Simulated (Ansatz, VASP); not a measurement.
**Two plane-wave programs on Pd**

INCAR

```
  PREC = Accurate
  ENCUT = 520
  EDIFF = 1E-6
  ISMEAR = 0
  SIGMA = 0.15
  LREAL = False
  LASPH = True
  NELM = 60
  ALGO = Fast
  ISIF = 2
  LWAVE = False
  LCHARG = True
  GGA = PS
  LELF = True
  LVHAR = True
  NBANDS = 11
```

File KPOINTS:

```
regular mesh
0
Gamma
  20 20 20
```

The input POSCAR:

```
Pd
1.0
    0.0000000000      1.9449000000      2.0421450000
    1.9449000000      0.0000000000      2.0421450000
    1.9449000000      1.9449000000      0.0000000000
Pd
1
Direct
    0.0000000000      0.0000000000      0.0000000000
```

Input for Ansatz:

```yaml
crystal:
  lattice:
    - [0.0, 1.9449, 2.042145]
    - [1.9449, 0.0, 2.042145]
    - [1.9449, 1.9449, 0.0]
  atoms:
    - { symbol: Pd, position: [0.0, 0.0, 0.0] }
basis:
  ecutwfc: 420
kpoints:
  mp_grid: { grid: [20, 20, 20] }
hamiltonian:
  xc: pbesol
scf:
  occupations: { method: gaussian, width: 0.15 }
output:
  forces: true
  stress: true
  eigenvalues: true
  write_density: true
  write_potential: true
  elf: true
  volumetric_format: npy
```

Change from the starting cell: strain +0.000 along x and y, +0.050 along z, atoms carried along.

Alike in both runs: task single point; functional PBEsol; k mesh 20 × 20 × 20; occupations gaussian, width 0.15 eV; no spin polarisation.

|  | VASP | Ansatz |
| --- | --- | --- |
| version | VASP 6.6.1 | Ansatz 0.2.0 |
| potentials or method | VASP PAW PBE potentials, release 64 (Pd) | scalar-relativistic, plane waves, PAW |
| plane-wave cutoff (eV) | 520 | 420 |
| valence electrons in the cell | 10 | 18 |

```tsv
	VASP	Ansatz	Ansatz less VASP
gap on the k mesh at the Fermi level (eV)	none	none	-
pressure (GPa)	-10.4	-10.2	+0.24
largest component of the traceless stress (GPa)	1.82	1.84	+0.022
```

A gap of «none» marks a metal or a gap that the smearing closes. The two sets of potentials don't hold the same shells in valence.

Caveats: the PAW data sets were made with another functional, which shifts forces and pressure a little (VASP).
